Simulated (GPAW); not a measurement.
# Ge (Fd-3m) in GPAW: further runs, part 2 of 2

GPAW 26.7.0.

**6. Equation of state, SOGGA**

run.py reads:

```python
from ase.eos import EquationOfState
from ase.io import Trajectory, read
from ase.units import GPa
from gpaw import GPAW, PW, setup_paths

setup_paths.insert(0, '.')

atoms = read('POSCAR')

traj = Trajectory('eos.traj', 'w')
volumes, energies = [], []
for x in [0.94, 0.96, 0.98, 1.0, 1.02, 1.04, 1.06]:
    a = atoms.copy()
    a.set_cell(atoms.cell * x**(1 / 3), scale_atoms=True)
    calc = GPAW(mode=PW(600),
                xc='GGA_X_SOGGA+GGA_C_PBE_SOL',
                kpts={'size': (8, 8, 8), 'gamma': True},
                occupations={'name': 'fermi-dirac', 'width': 0.05},
                nbands=11,
                convergence={'density': 1e-05, 'energy': 1e-05},
                maxiter=150,
                txt=f'eos-{x:.2f}.txt')
    a.calc = calc
    energies.append(a.get_potential_energy(force_consistent=True))
    volumes.append(a.get_volume())
    p = -a.get_stress()[:3].mean() / GPa
    calc.write(f'eos-{x:.2f}.gpw')
    traj.write(a)
    print(f'{x:.2f} {volumes[-1]:10.4f} A^3 {energies[-1]:14.6f} eV {p:9.3f} GPa', flush=True)

v0, e0, B = EquationOfState(volumes, energies, eos='birchmurnaghan').fit()
print(f'V0 = {v0:.4f} A^3, E0 = {e0:.6f} eV, B0 = {B / GPa:.2f} GPa')
```

POSCAR reads:

```
Ge
1.0
    0.0000000000      2.8289100000      2.8289100000
    2.8289100000      0.0000000000      2.8289100000
    2.8289100000      2.8289100000      0.0000000000
Ge
2
Direct
    0.7500000000      0.7500000000      0.7500000000
    0.5000000000      0.5000000000      0.5000000000
```

Potentials or basis: PAW data sets generated in the run's folder for this functional, pw.

Command:

```sh
> gpaw-setup -f GGA_X_SOGGA+GGA_C_PBE_SOL Ge
> OMP_NUM_THREADS=1 python run.py
```

Standard output:

```text
__  _  _
 | _ |_)|_||  |
 |__||  | ||/\| - 26.7.0

Input parameters:
  mode=PW(ecut=600.0),
  convergence={'density': 1e-05, 'energy': 1e-05},
  kpts=MonkhorstPack(size=(8, 8, 8), gamma=True),
  maxiter=150,
  nbands=11,
  occupations=Occupations(name='fermi-dirac', width=0.05),
  xc=XC(name='GGA_X_SOGGA+GGA_C_PBE_SOL')

Diagonalizing LCAO Hamiltonian
Converting LCAO to pw mode

           Ge

       Ge

Atoms  # Å, Bohr magnetons
|   | symbol |        x |        y |        z |    initial magnetic moments |
|---|--------|----------|----------|----------|-----------------------------|
| 0 |     Ge | 4.156741 | 4.156741 | 4.156741 | ( 0.0000,  0.0000,  0.0000) |
| 1 |     Ge | 2.771161 | 2.771161 | 2.771161 | ( 0.0000,  0.0000,  0.0000) |

Unit cell  # Å
| periodic |        x |        y |        z |  lengths |    angles |
|----------|----------|----------|----------|----------|-----------|
|      yes | 0.000000 | 2.771161 | 2.771161 | 3.919013 | 60.000000 |
|      yes | 2.771161 | 0.000000 | 2.771161 | 3.919013 | 60.000000 |
|      yes | 2.771161 | 2.771161 | 0.000000 | 3.919013 | 60.000000 |

Number of symmetries: 24
Symmetry operations  # r_c * U_cc + t_c -> r_c
|    | kind |            matrix            |
|----|------|------------------------------|
|  0 |  E   |  1, 0, 0,  0, 1, 0,  0, 0, 1 |
|  1 |  σ   |  1, 0, 0,  0, 0, 1,  0, 1, 0 |
|  2 |  σ   |  1, 0,-1,  0, 1,-1,  0, 0,-1 |
|  3 |  C3  |  1, 0,-1,  0, 0,-1,  0, 1,-1 |
|  4 |  C3  |  1,-1, 0,  0,-1, 1,  0,-1, 0 |
|  5 |  σ   |  1,-1, 0,  0,-1, 0,  0,-1, 1 |
|  6 |  σ   |  0, 1, 0,  1, 0, 0,  0, 0, 1 |
|  7 |  C3  |  0, 1, 0,  0, 0, 1,  1, 0, 0 |
|  8 |  C2  |  0, 1,-1,  1, 0,-1,  0, 0,-1 |
|  9 |  S4  |  0, 1,-1,  0, 0,-1,  1, 0,-1 |
| 10 |  C3  |  0, 0, 1,  1, 0, 0,  0, 1, 0 |
| 11 |  σ   |  0, 0, 1,  0, 1, 0,  1, 0, 0 |
| 12 |  S4  |  0, 0,-1,  1, 0,-1,  0, 1,-1 |
| 13 |  C3  |  0, 0,-1,  0, 1,-1,  1, 0,-1 |
| 14 |  S4  |  0,-1, 1,  1,-1, 0,  0,-1, 0 |
| 15 |  C2  |  0,-1, 1,  0,-1, 0,  1,-1, 0 |
| 16 |  C3  |  0,-1, 0,  1,-1, 0,  0,-1, 1 |
| 17 |  S4  |  0,-1, 0,  0,-1, 1,  1,-1, 0 |
| 18 |  S4  | -1, 1, 0, -1, 0, 1, -1, 0, 0 |
| 19 |  C3  | -1, 1, 0, -1, 0, 0, -1, 0, 1 |
| 20 |  C3  | -1, 0, 1, -1, 1, 0, -1, 0, 0 |
| 21 |  S4  | -1, 0, 1, -1, 0, 0, -1, 1, 0 |
| 22 |  σ   | -1, 0, 0, -1, 1, 0, -1, 0, 1 |
| 23 |  C2  | -1, 0, 0, -1, 0, 1, -1, 1, 0 |

BZ-sampling:
  Number of BZ points: 512
  Number of IBZ points: 29

  Monkhorst-Pack size: [8, 8, 8]
  Monkhorst-Pack shift: [0.0625, 0.0625, 0.0625]

K-points  # in reciprocal-cell coordinates
|     |                                coordinates |     weight |
|-----|--------------------------------------------|------------|
|   0 | (  0.00000000,   0.00000000,   0.00000000) | 0.00195312 |
|   1 | (  0.12500000,   0.12500000,   0.00000000) | 0.01171875 |
|   2 | (  0.12500000,   0.12500000,   0.12500000) | 0.01562500 |
|   3 | (  0.25000000,   0.12500000,   0.12500000) | 0.02343750 |
|   4 | (  0.25000000,   0.25000000,   0.00000000) | 0.01171875 |
|   5 | (  0.25000000,   0.25000000,   0.12500000) | 0.04687500 |
|   6 | (  0.25000000,   0.25000000,   0.25000000) | 0.01562500 |
|   7 | (  0.37500000,   0.25000000,  -0.37500000) | 0.04687500 |
|   8 | (  0.37500000,   0.25000000,   0.12500000) | 0.04687500 |
|   9 | (  0.37500000,   0.25000000,   0.25000000) | 0.04687500 |
| ... |                                            |            |
|  28 | (  0.50000000,   0.50000000,   0.50000000) | 0.00781250 |

Plane wave coefficients: 1433
Cutoff: 600.0 eV

Spin-components: 1 (collinear spins)
Bands:           11
Projectors:      10
Spin-degeneracy: 2
Datatype:        complex128

Density:
  Valence electrons: 8.0
  Components: 1
  Grid points: [24 24 24]
  Charge: 0.0  # |e|

Potential:
  Grid points: [24 24 24]

species:
  Ge:
    name:    Germanium
    Z:       32.0
    valence: 4
    core:    28
    charge:  0.0  # [|e|]
    compensation charges:
      type: gauss
      rc: 0.32  # [Å]
      lmax: 2
    cutoffs:
      filter: 1.77  # [Å]
      core: 3.42  # [Å]
    projectors
    | kind |    occ | energy [eV] | rcut [Å] |
    |------|--------|-------------|----------|
    |   4s |  2.000 |     -11.751 |    1.005 |
    |   4p |  2.000 |      -3.908 |    1.005 |
    |    s |        |      15.461 |    1.005 |
    |    p |        |      23.303 |    1.005 |
    |    d |        |       0.000 |    1.005 |

    Using partial waves for Ge as LCAO basis

Reference energy: -114110.742634  # eV

eigensolver:
  PPCG
  Converge bands: occupied
  niter=2

density mixing:
  MSR1-Mixer
  Pratt-step length: 0.05
  Maximum mixing coefficient: 0.75
  Old densities: 10
  SVD Regularization: 0.005
  Good broyden scale: 1.0
  Trust region scale: 1.0
  Backstep threshold: 4.0
  History deletion threshold: 6.0
  Fourier metric: weight=20.0, sigma=0.015

occupation numbers:
  Fermi-Dirac:
    width: 0.0500  # eV

poisson solver:
  ecut: 4800.0  # eV

xc functional:
  name: GGA_X_SOGGA+GGA_C_PBE_SOL with 2 nearest neighbor stencil

convergence criteria:
- Maximum integral of absolute [dens]ity change: 1e-05 electrons / valence electron
- Maximum [total energy] change in last 3 cyles: 1e-05 eV / valence electron
- Maximum integral of absolute [eigenst]ate change: 4e-08 eV^2 / valence electron
maximum number of iterations: 150

SCF iterations
|iter     | |      energy | eigst |  dens |
|---------|-|-------------|-------|-------|
|iter:   1| |   -9.952877 | -0.46 |       |
|iter:   2| |   -9.944123 | -2.71 | -0.90 |
|iter:   3| |   -9.871549 | -2.47 | -0.93 |
|iter:   4| |   -9.869566 | -3.41 | -1.56 |
|iter:   5| |   -9.869571 | -5.19 | -2.48 |
|iter:   6| |   -9.869573c| -6.62 | -3.32 |
|iter:   7| |   -9.869573c| -7.80c| -3.78 |
|iter:   8| |   -9.869573c| -8.38c| -4.99 |
|iter:   9| |   -9.869573c| -9.38c| -5.66c|

Converged in 9 steps
Energy contributions relative to reference atoms: (reference = -114110.742634)

Energy contributions:
  Kinetic:          33.305675
  Coulomb:         -29.321495
  Zero:             -0.001454
  External:          0.000000
  Xc:              -13.852160
  Entropy:          -0.000279
  Spinorbit:         0.000000
  ----------------------------
  Free energy:      -9.869713
  Extrapolated:     -9.869573

dipole moment: (3.740702, 3.740702, 3.740702)  # |e|*Ang

Fermi level: 6.673
Eigenvalues  # (at kpt = [0.000, 0.000, 0.000])
| band index |      eig [eV] | occ [0-2] |
|------------|---------------|-----------|
|          0 |        -6.745 |     2.000 |
|          1 |         6.526 |     1.899 |
|          2 |         6.526 |     1.899 |
|          3 |         6.526 |     1.899 |
|          4 |         7.148 |     0.000 |
|          5 |         9.086 |     0.000 |
|          6 |         9.086 |     0.000 |
|          7 |         9.086 |     0.000 |
|          8 |        12.920 |     0.000 |
|          9 |        16.066 |     0.000 |
|         10 |        16.068 |     0.000 |

Gap: 0.333 eV
Transition (v -> c):
  (s=0, k=0, n=3, [0.00, 0.00, 0.00]) -> (s=0, k=28, n=4, [0.50, 0.50, 0.50])
Direct/indirect transitions are different
Direct gap: 0.622 eV
Transition at: (s=0, k=0, n=3, [0.00, 0.00, 0.00])

Stress tensor  # eV/Ang^3
|         x |         y |         z |
|-----------|-----------|-----------|
| -0.037670 | -0.000000 | -0.000000 |
| -0.000000 | -0.037670 | -0.000000 |
| -0.000000 | -0.000000 | -0.037670 |

# Writing to eos-0.94.gpw (mode='')
```

stdout:

```text
0.94    42.5613 A^3      -9.869713 eV     6.035 GPa
0.96    43.4669 A^3      -9.898350 eV     4.077 GPa
0.98    44.3725 A^3      -9.916552 eV     2.339 GPa
1.00    45.2780 A^3      -9.925564 eV     0.833 GPa
1.02    46.1836 A^3      -9.926613 eV    -0.500 GPa
1.04    47.0891 A^3      -9.920419 eV    -1.726 GPa
1.06    47.9947 A^3      -9.907661 eV    -2.821 GPa
V0 = 45.8415 A^3, E0 = -9.927137 eV, B0 = 67.54 GPa
```

Wall time 35 s (1 thread of Intel Xeon 6975P-C (Granite Rapids), shared host); peak memory 0.24 GiB.

What came out:

```
Equilibrium volume                      : 22.92 Å³/atom
Bulk modulus                            : 68 GPa
Pressure derivative of the bulk modulus : 5.0 (rough: it moves with the points fitted)
```

Energy against volume, from the lowest point:
```csv
volume (Å³/atom),energy (meV/atom)
21.281,28.45
21.733,14.13
22.186,5.03
22.639,0.52
23.092,0.00
23.545,3.10
23.997,9.48
```

**7. Overview**

```tsv
level	potentials or basis	cutoff (eV)	data set	grid spacing	V0 of scaled cells (Å³/atom)	B0 (GPa)
PBE	GPAW PAW data sets (gpaw-data 1.2.1), fd	-	-	0.16 Å	23.87	61
BP86+D3	PAW data sets generated in the run's folder for this functional, pw	600	-	-	23.66	60
PBE	GPAW PAW data sets (gpaw-data 1.2.1), lcao:dzp	-	-	0.18 Å	-	-
PBE	JTH PAW 2.0, PBE, pw	600	Ge jth	-	23.88	60
SOGGA	PAW data sets generated in the run's folder for this functional, pw	600	-	-	22.92	68
```

Alike in all rows: task equation of state; no spin polarisation; cell as given; k mesh 8 × 8 × 8; smearing fermi-dirac 0.05 eV.

Caveats: the energies scatter about the fit (some runs); the fit is doubtful: noisy points or a state that changes with volume (some runs); the basis of atomic orbitals isn't converged, which shifts pressures, moduli and gaps (some runs); the program truncates these outside data sets (some runs).

Total energies depend on the potentials used, so only differences within one code and one set of settings carry meaning.

**8. How close it comes**

Step 2. Measured bulk modulus of Ge: 75.8 GPa (quoted in “Sub-monolayer structures of Ag overlayers on Ge(111): experimental observations and first-principles study”, 2019, arxiv:1908.00180). This calculation gives 61 GPa (-20.0 %). The fit is for a static lattice scaled at fixed shape and fixed fractional positions. The cell as given is a measured one (22.64 Å³/atom); PBE puts the equilibrium volume +5.5 % from it, thermal expansion not counted.

Step 3. A measured bulk modulus of Ge is 75.8 GPa (quoted in “Sub-monolayer structures of Ag overlayers on Ge(111): experimental observations and first-principles study”, 2019, arxiv:1908.00180); the calculated 60 GPa misses it by -20.5 %. The fit is for a static lattice scaled at fixed shape and fixed fractional positions. The cell as given is a measured one (22.64 Å³/atom); BP86+D3 puts the equilibrium volume +4.5 % from it, thermal expansion not counted.

Step 5. Measured bulk modulus of Ge: 75.8 GPa (quoted in “Sub-monolayer structures of Ag overlayers on Ge(111): experimental observations and first-principles study”, 2019, arxiv:1908.00180). This calculation gives 60 GPa (-20.8 %). The fit is for a static lattice scaled at fixed shape and fixed fractional positions. The cell as given is a measured one (22.64 Å³/atom); PBE puts the equilibrium volume +5.5 % from it, thermal expansion not counted.

Step 6. Against the measured bulk modulus of Ge, 75.8 GPa (quoted in “Sub-monolayer structures of Ag overlayers on Ge(111): experimental observations and first-principles study”, 2019, arxiv:1908.00180), the calculated 68 GPa is off by -10.9 %. The fit is for a static lattice scaled at fixed shape and fixed fractional positions. The cell as given is a measured one (22.64 Å³/atom); SOGGA puts the equilibrium volume +1.2 % from it, thermal expansion not counted.
